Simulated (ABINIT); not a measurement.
Ge:

```xyz
8
Lattice="4.0031 0.0000 0.0000 -2.0016 3.4668 0.0000 0.0000 0.0000 13.1567" Properties=species:S:1:pos:R:3 pbc="T T T"
Ge    0.0000    2.3112    2.0517
Ge    2.0016    1.1556   11.1050
Ge    2.0016    1.1556    8.6300
Ge    0.0000    2.3112    4.5267
Ge    0.0000    0.0000    1.2255
Ge    0.0000    0.0000   11.9312
Ge    0.0000    0.0000    7.8039
Ge    0.0000    0.0000    5.3528
```

This isn't the form of Ge at room conditions, which is diamond.

| Quantity | Value |
| --- | --- |
| Program | ABINIT 10.8.3 (patched build) |
| Task | relaxation of cell and atoms |
| Functional | PBE |
| Dispersion | D3(BJ) |
| Potentials or basis | JTH PAW PBE v2.0 |
| Cutoff | 599 eV |
| k mesh | 4 × 4 × 1 |
| Occupations | fermi-dirac, width 0.05 eV |
| Spin | no spin polarisation |

At the start: pressure 1.7 GPa; volume 22.82 Å³/atom.

Question: Where does the relaxation end?

Answer: Over 10 steps the energy falls by 8.5 meV/atom and the volume is 23.50 Å³/atom (+2.9 %); space group P6_3/mmc (No. 194, to 0.05 Å).

Step by step:
| step | energy change (eV) | largest force (eV/Å) | pressure (GPa) | volume (Å³) |
| --- | --- | --- | --- | --- |
| 1 | 0.0000 | 0.0584 | 1.68 | 182.59 |
| 2 | -0.0145 | 0.0141 | 1.48 | 183.53 |
| 3 | -0.0286 | 0.1259 | -1.90 | 194.29 |
| 4 | -0.0428 | 0.2430 | 0.69 | 186.19 |
| 5 | -0.0539 | 0.0691 | 0.45 | 186.88 |
| 6 | -0.0610 | 0.0294 | 0.00 | 188.16 |
| 7 | -0.0648 | 0.0356 | -0.34 | 189.08 |
| 8 | -0.0666 | 0.0890 | -0.11 | 188.27 |
| 9 | -0.0681 | 0.0152 | -0.02 | 188.02 |
| 10 | -0.0682 | 0.0007 | 0.00 | 187.97 |

Final structure:
```cif
data_structure
_symmetry_space_group_name_H-M 'P 1'
_symmetry_Int_Tables_number 1
_cell_length_a 4.0849
_cell_length_b 4.0849
_cell_length_c 13.0073
_cell_angle_alpha 90.000
_cell_angle_beta 90.000
_cell_angle_gamma 120.000
_cell_volume 187.97
loop_
_atom_site_label
_atom_site_type_symbol
_atom_site_fract_x
_atom_site_fract_y
_atom_site_fract_z
_atom_site_occupancy
Ge1 Ge 0.33333 0.66667 0.15417 1
Ge2 Ge 0.66667 0.33333 0.84583 1
Ge3 Ge 0.66667 0.33333 0.65417 1
Ge4 Ge 0.33333 0.66667 0.34583 1
Ge5 Ge 0.00000 0.00000 0.09459 1
Ge6 Ge 0.00000 0.00000 0.90541 1
Ge7 Ge 0.00000 0.00000 0.59459 1
Ge8 Ge 0.00000 0.00000 0.40541 1
```

Caveat: the k mesh is coarse (spacing up to 0.48 Å⁻¹), so the values aren't converged; pairwise dispersion overbinds metals, which lowers pressure and volume; the atomic spheres overlap.
